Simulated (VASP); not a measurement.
Set up this calculation in VASP 6.6.1, as the native input.

```
Task                   : single point
Functional             : PBE
Potentials or basis    : VASP PAW PBE potentials, release 64 (Ge_d_GW)
Cutoff                 : 500 eV
k mesh                 : 5 × 5 × 5
Occupations            : gaussian, width 0.02 eV
Spin                   : no spin polarisation
Further INCAR settings : ALGO = Fast; EDIFF = 1e-07
```

The structure of Ge lies in POSCAR:

```
Ge
1.0
   -2.4958980000      2.6508630000      1.4369470000
    2.4958980000     -2.6508630000      1.4369470000
    2.4958980000      2.6508630000     -1.4369470000
Ge
2
Direct
    0.3140570000      0.0640570000      0.2500000000
    0.6859430000      0.9359430000      0.7500000000
```

This isn't the form of Ge at room conditions, which is diamond.

The input as run:

INCAR

```
PREC = Accurate
ENCUT = 500
EDIFF = 1E-7
ISMEAR = 0
SIGMA = 0.02
LREAL = False
LASPH = True
NELM = 60
ALGO = Fast
ISIF = 2
LWAVE = False
LCHARG = True
GGA = PE
LELF = True
LVHAR = True
```

KPOINTS

```
Automatic mesh
0
Gamma
  5 5 5
```

Potentials or basis: VASP PAW PBE potentials, release 64 (Ge_d_GW).

The run is started by

```sh
$ cat potpaw_PBE.64/Ge_d_GW/POTCAR > POTCAR
$ mpirun -np 1 vasp_std > vasp.out
```

Results of the run:

```json
{"Pressure": "1.4 GPa", "Largest force": "0.088 eV/Å", "Band gap on the k mesh": "none (metal or under the smearing width)"}
```

Caveat: the k mesh is coarse (spacing up to 0.50 Å⁻¹), so the values aren't converged.

Wall time 19 s on 1 thread of Intel(R) Xeon(R) 6975P-C (Granite Rapids), on a shared host, peak memory 0.16 GiB.
